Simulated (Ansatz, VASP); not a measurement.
# Os in VASP and in Ansatz

File INCAR:

```
SYSTEM = Os
ALGO = Normal ; EDIFF = 1E-7
ENCUT = 520 ; GGA = PE
ISIF = 2 ; ISMEAR = -1
LASPH = .TRUE. ; LCHARG = .FALSE.
LREAL = .FALSE. ; LWAVE = .FALSE.
NBANDS = 15 ; NELM = 100
PREC = Accurate ; SIGMA = 0.03
```

Contents of KPOINTS:

```
k-points
0
G
  16 16 9
  0 0 0
```

The input POSCAR:

```
Os
1.0
    2.7065705794      0.0000000000      0.0000000000
   -1.3532852897      2.3439588789      0.0000000000
    0.0000000000      0.0000000000      4.2742997921
Os
2
Direct
    0.3333333333      0.6666666667      0.2500000000
    0.6666666667      0.3333333333      0.7500000000
```

Input for Ansatz:

```yaml
crystal:
  lattice:
    - [2.7065705794, 0.0, 0.0]
    - [-1.3532852897, 2.3439588789, 0.0]
    - [0.0, 0.0, 4.2742997921]
  atoms:
    - { symbol: Os, position: [0.3333333333, 0.6666666667, 0.25] }
    - { symbol: Os, position: [0.6666666667, 0.3333333333, 0.75] }
kpoints:
  mp_grid: { grid: [16, 16, 9] }
scf:
  occupations: { method: fermi_dirac, width: 0.03 }
hamiltonian:
  xc: pbe
  pseudopotentials: { kind: all_electron, lapw: { basis_error: 0.00025 } }
output:
  forces: true
  stress: true
  eigenvalues: true
```

Change from the starting cell: volume scaled by 0.95.

Alike in both runs: task single point; functional PBE; k mesh 16 × 16 × 9; occupations fermi-dirac, width 0.03 eV; no spin polarisation.

|  | VASP | Ansatz |
| --- | --- | --- |
| version | VASP 6.6.1 | Ansatz 0.2.0 |
| potentials or method | VASP PAW PBE potentials, release 64 (Os) | all-electron LAPW, scalar-relativistic |
| plane-wave cutoff (eV) | 520 | see its input |

|  | VASP | Ansatz | Ansatz less VASP |
| --- | --- | --- | --- |
| pressure (GPa) | 23.5 | 23.0 | -0.43 |
| largest component of the traceless stress (GPa) | 0.96 | 1.04 | +0.071 |

Ansatz ran all-electron here, so the differences hold the error of VASP's frozen core and of both bases.

Caveats: so large a pressure means that the cell lies far from this level's equilibrium, or that cutoff or potentials fall short (VASP). The runs have no spin-orbit coupling, so splittings on Os are missing.
